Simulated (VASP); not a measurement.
# InAs (F-43m) in VASP: further runs

One crystal, InAs, is run at these levels: PBE; tasks: relaxation of cell and atoms.

All numbers are computed with VASP 6.6.1; they aren't measurements. Logs are shortened: lines on timing, memory, paths and dates and some standing lists are left out, and cuts for length are marked.

### Step 1. The structure

Symmetry: F-43m, No. 216, cubic system. The conventional cell has a = 6.036 Å, b = 6.036 Å, c = 6.036 Å, α = 90.00°, β = 90.00°, γ = 90.00°. In (site symmetry -43m) is surrounded by 4 As at 2.61 Å. As (site symmetry -43m) is surrounded by 4 In at 2.61 Å.

### Step 2. Relaxation of cell and atoms, PBE

INCAR reads:

```
PREC = Accurate
ENCUT = 520
EDIFF = 1E-6
ISMEAR = 0
SIGMA = 0.1
LREAL = F
LASPH = T
NELM = 120
ALGO = Normal
ISIF = 3
LWAVE = F
LCHARG = F
GGA = PE
IBRION = 2
NSW = 90
EDIFFG = -0.01
```

KPOINTS reads:

```
Automatic mesh
0
Gamma
  8 8 8
```

POSCAR reads:

```
InAs
1.0
    0.0000000000      3.0180000000      3.0180000000
    3.0180000000      0.0000000000      3.0180000000
    3.0180000000      3.0180000000      0.0000000000
In As
1 1
Direct
    0.0000000000      0.0000000000      0.0000000000
    0.7500000000      0.7500000000      0.7500000000
```

Potentials or basis: VASP PAW PBE potentials, release 64 (In_d, As).

Launch:

```
cat potpaw_PBE.64/In_d/POTCAR potpaw_PBE.64/As/POTCAR > POTCAR
mpirun -np 1 vasp_std > vasp.out
```

OUTCAR:

```text
PREC = Accurate
   ENCUT = 520
   EDIFF = 1E-6
   ISMEAR = 0
   LREAL = F
   LASPH = T
   NELM = 120
   ISIF = 3
   GGA = PE
   IBRION = 2
   NSW = 90
   EDIFFG = -0.01

 ion  position               nearest neighbor table
   1  0.000  0.000  0.000-   2 2.61   2 2.61   2 2.61   2 2.61
   2  0.750  0.750  0.750-   1 2.61   1 2.61   1 2.61   1 2.61

  LATTYP: Found a face centered cubic cell.
 ALAT       =     6.0360000000

  Lattice vectors:

 A1 = (   0.0000000000,   3.0180000000,   3.0180000000)
 A2 = (   3.0180000000,   0.0000000000,   3.0180000000)
 A3 = (   3.0180000000,   3.0180000000,   0.0000000000)

Analysis of symmetry for initial positions (statically):
=====================================================================
 Subroutine PRICEL returns:
 Original cell was already a primitive cell.

 Routine SETGRP: Setting up the symmetry group for a
 face centered cubic supercell.

 Subroutine GETGRP returns: Found 24 space group operations
 (whereof 24 operations were pure point group operations)
 out of a pool of 48 trial point group operations.

The static configuration has the point symmetry T_d .

Analysis of symmetry for dynamics (positions and initial velocities):
=====================================================================
 Subroutine PRICEL returns:
 Original cell was already a primitive cell.

 Routine SETGRP: Setting up the symmetry group for a
 face centered cubic supercell.

 Subroutine GETGRP returns: Found 24 space group operations
 (whereof 24 operations were pure point group operations)
 out of a pool of 48 trial point group operations.

The dynamic configuration has the point symmetry T_d .

 Subroutine INISYM returns: Found 24 space group operations
 (whereof 24 operations are pure point group operations),
 and found     1 'primitive' translations

----------------------------------------------------------------------------------------

                                     Primitive cell

  volume of cell :      54.9778

  direct lattice vectors                    reciprocal lattice vectors
     0.000000000  3.018000000  3.018000000    -0.165672631  0.165672631  0.165672631
     3.018000000  0.000000000  3.018000000     0.165672631 -0.165672631  0.165672631
     3.018000000  3.018000000  0.000000000     0.165672631  0.165672631 -0.165672631

  length of vectors
     4.268096531  4.268096531  4.268096531     0.286953414  0.286953414  0.286953414

  position of ions in fractional coordinates (direct lattice)
     0.000000000  0.000000000  0.000000000
     0.750000000  0.750000000  0.750000000

  ion indices of the primitive-cell ions
   primitive index   ion index
                 1           1
                 2           2

----------------------------------------------------------------------------------------

 KPOINTS: Automatic mesh

Automatic generation of k-mesh.
 Grid dimensions read from file:
 generate k-points for:    8    8    8

 Generating k-lattice:

  Cartesian coordinates                     Fractional coordinates (reciprocal lattice)
    -0.020709079  0.020709079  0.020709079     0.125000000  0.000000000  0.000000000
     0.020709079 -0.020709079  0.020709079     0.000000000  0.125000000  0.000000000
     0.020709079  0.020709079 -0.020709079     0.000000000  0.000000000  0.125000000

  Length of vectors
     0.035869177  0.035869177  0.035869177

  Shift w.r.t. Gamma in fractional coordinates (k-lattice)
     0.000000000  0.000000000  0.000000000

 Subroutine IBZKPT returns following result:
 ===========================================

 Found     29 irreducible k-points:

 Following reciprocal coordinates:
            Coordinates               Weight
  0.000000  0.000000  0.000000      1.000000
  0.125000  0.000000  0.000000      8.000000
  0.250000  0.000000  0.000000      8.000000
  0.375000  0.000000  0.000000      8.000000
  0.500000  0.000000  0.000000      4.000000
  0.125000  0.125000  0.000000      6.000000
[... 16 lines left out ...]
  0.500000  0.250000  0.125000     48.000000
 -0.375000  0.250000  0.125000     24.000000
 [... further k-points ...]
   k-points           NKPTS =     29   k-points in BZ     NKDIM =     29   number of bands    NBANDS=     13
   number of dos      NEDOS =    301   number of ions     NIONS =      2
   total plane-waves  NPLWV =  32768
   dimension x,y,z NGX =    32 NGY =   32 NGZ =   32
   dimension x,y,z NGXF=    64 NGYF=   64 NGZF=   64
   ions per type =               1   1
   NGX,Y,Z   is equivalent  to a cutoff of  12.46, 12.46, 12.46 a.u.
   NGXF,Y,Z  is equivalent  to a cutoff of  24.93, 24.93, 24.93 a.u.
 SYSTEM =  unknown system
   PREC   = accura    normal or accurate (medium, high low for compatibility)
   ISTART =      0    job   : 0-new  1-cont  2-samecut
   ICHARG =      2    charge: 1-file 2-atom 10-const
   ISPIN  =      1    spin polarized calculation?
   LNONCOLLINEAR =      F non collinear calculations
   LSORBIT =      F    spin-orbit coupling
   LASPH  =      T    aspherical Exc in radial PAW
   ENCUT  =  520.0 eV  38.22 Ry    6.18 a.u.   7.94  7.94  7.94*2*pi/ulx,y,z
   NELM   =    120;   NELMIN=  2; NELMDL= -5     # of ELM steps
   EDIFF  = 0.1E-05   stopping-criterion for ELM
   LREAL  =      F    real-space projection
   EDIFFG = -.1E-01   stopping-criterion for IOM
   NSW    =     90    number of steps for IOM
   IBRION =      2    ionic relax: 0-MD 1-quasi-New 2-CG
   NFREE  =      1    steps in history (QN), initial steepest desc. (CG)
   ISIF   =      3    stress and relaxation
   ISYM   =      2    0-nonsym 1-usesym 2-fastsym
   POTIM  = 0.5000    time-step for ionic-motion
   TEBEG  =    0.0;   TEEND  =   0.0 temperature during run
   PSTRESS=    0.0 pullay stress
   NELECT =      18.0000    total number of electrons
   NUPDOWN=      -1.0000    fix difference up-down
   EMIN   =  10.00;   EMAX   =-10.00  energy-range for DOS
   EFERMI =   0.00;   METHOD = LEGACY
   ISMEAR =     0;   SIGMA  =   0.10  broadening in eV -4-tet -1-fermi 0-gaus
   EFERMI_NEDOS =   21; number of points for ismear=-14 and -15
   IALGO  =     38    algorithm
   IMIX   =      4    mixing-type and parameters
     AMIX     =   0.40;   BMIX     =  1.00
     AMIX_MAG =   1.60;   BMIX_MAG =  1.00
  volume/ion in A,a.u.               =      27.49       185.50
  Fermi-wavevector in a.u.,A,eV,Ry     =   1.128331  2.132236 17.321990  1.273130
  Thomas-Fermi vector in A             =   2.265020
   LORBIT       =      0    0 simple, 1 ext, 2 COOP (PROOUT), +10 PAW based schemes
   GGA     = PE    functional components
   LHFCALC =     F    Hartree Fock is set to
   AEXX    =    0.0000 exact exchange contribution
   IVDW    =     0    specifies the selected vdW correction
   LEPSILON=     F    determine dielectric tensor
   LRPA    =     F    only Hartree local field effects (RPA)
 conjugate gradient relaxation of ions
 non-spin polarized calculation
 Gauss-broadening in eV      SIGMA  =   0.10
  energy-cutoff  :      520.00
  volume of cell :       54.98
 maximum number of plane-waves:      1494
   NGX = 15   NGY = 15   NGZ = 15

--------------------------------------- Ionic step        1  -------------------------------------------

 number of electron      17.9999991 magnetization

 Free energy of the ion-electron system (eV)
  ---------------------------------------------------
  ext. energy  EPLUGINS =         0.00000000
  ---------------------------------------------------
  free energy    TOTEN  =        -7.66151509 eV

  energy without entropy =       -7.66120183  energy(sigma->0) =       -7.66135846

 E-fermi :   4.5955     XC(G=0):  -9.1166

 val. band max:        4.5641450166   @ k =   0.0000   0.0000   0.0000
 cond. band min:       5.5326375539   @ k =   0.5000   0.0000   0.0000
 fundamental gap:      0.9684925373
 Fermi energy:         4.5955452562

 k-point     1 :       0.0000    0.0000    0.0000
  band No.  band energies     occupation
      1      -9.8396      2.00000
      2      -9.8396      2.00000
      3      -9.8396      2.00000
      4      -9.7115      2.00000
      5      -9.7115      2.00000
      6      -7.3326      2.00000
      7       4.3966      1.99510
      8       4.5641      1.34301
      9       4.5641      1.34301
     10       4.5641      1.34301
     11       8.4736      0.00000
     12       8.4736      0.00000
     13       8.4736      0.00000

 k-point     2 :       0.1250    0.0000    0.0000
  band No.  band energies     occupation
      1      -9.8601      2.00000
      2      -9.8336      2.00000
      3      -9.8336      2.00000
      4      -9.7116      2.00000
      5      -9.7116      2.00000
      6      -7.1695      2.00000
      7       2.6840      2.00000
      8       4.3702      1.99856
      9       4.3702      1.99856
     10       5.6845      0.00000
     11       8.6318      0.00000
[... 412 lines left out ...]
 POSITION                                       TOTAL-FORCE (eV/Angst)
 -----------------------------------------------------------------------------------
      6.25396      6.25396      6.25396         0.000000     -0.000000     -0.000000
      4.69047      4.69047      4.69047        -0.000000      0.000000      0.000000
 -----------------------------------------------------------------------------------
    total drift:                                0.000000      0.000000      0.000000

  FREE ENERGIE OF THE ION-ELECTRON SYSTEM (eV)
  ---------------------------------------------------
  free  energy   TOTEN  =        -7.7071586881 eV

  energy  without entropy=       -7.7068212610  energy(sigma->0) =       -7.70698997

--------------------------------------- Ionic step        3  -------------------------------------------

 number of electron      18.0000010 magnetization

 Free energy of the ion-electron system (eV)
  ---------------------------------------------------
  ext. energy  EPLUGINS =         0.00000000
  ---------------------------------------------------
  free energy    TOTEN  =        -7.71573579 eV

  energy without entropy =       -7.71540827  energy(sigma->0) =       -7.71557203

 E-fermi :   3.8668     XC(G=0):  -8.7912

 val. band max:        3.8340563456   @ k =   0.0000   0.0000   0.0000
 cond. band min:       4.6434146996   @ k =   0.5000   0.0000   0.0000
 fundamental gap:      0.8093583541
 Fermi energy:         3.8667567572

 k-point     1 :       0.0000    0.0000    0.0000
  band No.  band energies     occupation
      1     -10.4338      2.00000
      2     -10.4338      2.00000
      3     -10.4338      2.00000
      4     -10.3344      2.00000
      5     -10.3344      2.00000
      6      -7.6020      2.00000
      7       3.2866      2.00000
      8       3.8341      1.35625
      9       3.8341      1.35625
     10       3.8341      1.35624
     11       7.7055      0.00000
     12       7.7055      0.00000
     13       7.7055      0.00000

 k-point     2 :       0.1250    0.0000    0.0000
  band No.  band energies     occupation
      1     -10.4483      2.00000
      2     -10.4292      2.00000
      3     -10.4292      2.00000
      4     -10.3344      2.00000
      5     -10.3344      2.00000
      6      -7.4602      2.00000
      7       1.8943      2.00000
      8       3.6634      1.99598
      9       3.6634      1.99598
     10       4.7253      0.00000
     11       7.8093      0.00000
[... 376 lines left out ...]
 POSITION                                       TOTAL-FORCE (eV/Angst)
 -----------------------------------------------------------------------------------
      0.00000      0.00000      0.00000        -0.000000     -0.000000     -0.000000
      4.64131      4.64131      4.64131         0.000000      0.000000      0.000000
 -----------------------------------------------------------------------------------
    total drift:                                0.000000      0.000000      0.000000

  FREE ENERGIE OF THE ION-ELECTRON SYSTEM (eV)
  ---------------------------------------------------
  free  energy   TOTEN  =        -7.7157357899 eV

  energy  without entropy=       -7.7154082663  energy(sigma->0) =       -7.71557203

 reached required accuracy - stopping structural energy minimisation
```

It took 18 s on 1 thread of Intel Xeon 6975P-C (Granite Rapids), shared host; peak memory 0.19 GiB.

Results:

```yaml
Free_energy: -7.7157 eV
Relaxed_volume: 29.62 Å³/atom
Relaxed_cell: a = 4.376 Å, b = 4.376 Å, c = 4.376 Å, α = 60.00°, β = 60.00°, γ = 60.00°
Space_group_after_relaxing_to_0.05_Å: F-43m (No. 216)
Energy_gained_by_relaxing: 27.1 meV/atom
Ionic_steps: 3
Pressure_after_relaxing: 0.0 GPa
Band_gap_on_the_k_mesh: none (metal or under the smearing width)
```

Step by step:
```csv
step,energy change (eV),largest force (eV/Å),pressure (GPa),volume (Å³)
1,0.0000,0.0000,4.36,54.98
2,-0.0456,0.0000,-1.43,61.15
3,-0.0542,0.0000,0.03,59.25
```

Final structure:
```xyz
2
Lattice="0.0000 3.0942 3.0942 3.0942 0.0000 3.0942 3.0942 3.0942 0.0000" Properties=species:S:1:pos:R:3 pbc="T T T"
In    0.0000    0.0000    0.0000
As    4.6413    4.6413    4.6413
```

Levels at points of the mesh, in eV from the Fermi level:
```tsv
k point	band 5	band 6	band 7	band 8	band 9	band 10	band 11	band 12	band 13
(0.00, 0.00, 0.00)	-14.20	-11.47	-0.58	-0.03	-0.03	-0.03	3.84	3.84	3.84
(0.50, 0.00, 0.00)	-14.19	-10.20	-5.46	-0.92	-0.92	0.78	4.60	4.60	6.72
(0.50, 0.50, 0.00)	-14.18	-9.73	-5.58	-2.13	-2.13	1.62	2.01	8.72	8.76
```

Caveat: this crystal is a semiconductor, whose small gap the functional closes, so the metal is an error of the method. Zero-point motion and thermal expansion aren't in these numbers.

### Step 3. Relaxation of cell and atoms, PBE

This run uses another cell than the first one, of 29.62 Å³/atom, 1.078 times its volume.

INCAR reads:

```
PREC = Accurate
ENCUT = 520
EDIFF = 1E-7
ISMEAR = 0
SIGMA = 0.1
LREAL = F
LASPH = T
NELM = 120
ALGO = Normal
ISIF = 3
LWAVE = F
LCHARG = F
GGA = PE
IBRION = 2
NSW = 60
EDIFFG = -0.005
POTIM = 0.3
```

KPOINTS is that of step 2.

POSCAR reads:

```
InAs                                    
1.0
    0.0000000000      3.0942072266      3.0942072266
    3.0942072266     -0.0000000000      3.0942072266
    3.0942072266      3.0942072266      0.0000000000
  In              As            
     1     1
Direct
     0.0000000000000000    0.0000000000000000    0.0000000000000000
     0.7500000000000000    0.7500000000000000    0.7500000000000000
```

Potentials or basis: VASP PAW PBE potentials, release 64 (In_d, As).

Launch:

```
cat potpaw_PBE.64/In_d/POTCAR potpaw_PBE.64/As/POTCAR > POTCAR
mpirun -np 1 vasp_std > vasp.out
```

Wall time 13 s (1 thread of Intel Xeon 6975P-C (Granite Rapids), shared host); peak memory 0.21 GiB.

Results (log left out):

- Free energy: -7.7165 eV
- Pressure after relaxing: 0.0 GPa
- Band gap on the k mesh: none (metal or under the smearing width)

Final structure:
```
In As
1.0
     0.00000    3.09421    3.09421
     3.09421    0.00000    3.09421
     3.09421    3.09421    0.00000
In As
1 1
Direct
  0.00000 0.00000 0.00000
  0.75000 0.75000 0.75000
```

Levels at points of the mesh, in eV from the Fermi level:
```csv
k point,band 6,band 7,band 8,band 9,band 10,band 11,band 12,band 13
"(0.00, 0.00, 0.00)",-11.47,-0.58,-0.03,-0.03,-0.03,3.84,3.84,3.84
"(0.50, 0.00, 0.00)",-10.20,-5.46,-0.92,-0.92,0.78,4.60,4.60,6.72
"(0.50, 0.50, 0.00)",-9.73,-5.58,-2.13,-2.13,1.62,2.01,8.72,8.76
```

Caveat: the relaxation stopped at its first step, so nothing moved; this crystal is a semiconductor, whose small gap the functional closes, so the metal is an error of the method.
